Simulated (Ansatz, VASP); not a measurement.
**Si: VASP beside Ansatz**

```
Si
1.0
     0.00000    2.71681    2.71681
     2.71681    0.00000    2.71681
     2.71681    2.71681    0.00000
Si
2
Direct
  0.00000 0.00000 0.00000
  0.25000 0.25000 0.25000
```

Alike in both runs: task single point; functional r2SCAN; k mesh 12 × 12 × 12; occupations gaussian, width 0.02 eV; no spin polarisation.

|  | VASP | Ansatz |
| --- | --- | --- |
| version | VASP 6.6.1 | Ansatz 0.2.0 |
| potentials or method | VASP PAW PBE potentials, release 64 (Si) | scalar-relativistic, plane waves, PAW |
| plane-wave cutoff (eV) | 520 | 500 |
| valence electrons in the cell | 8 | 8 |

|  | VASP | Ansatz | Ansatz less VASP |
| --- | --- | --- | --- |
| gap on the k mesh at the Fermi level (eV) | 0.78 | 0.76 | -0.015 |
| least direct gap on the mesh (eV) | 2.76 | 2.74 | -0.016 |
| pressure (GPa) | 0.3 | 0.6 | +0.24 |

The functional is the same, so the differences come from potentials, cutoffs and numerics.

Caveats: the PAW data sets were made with another functional, which shifts forces and pressure a little (VASP). A k mesh can miss the band edges.
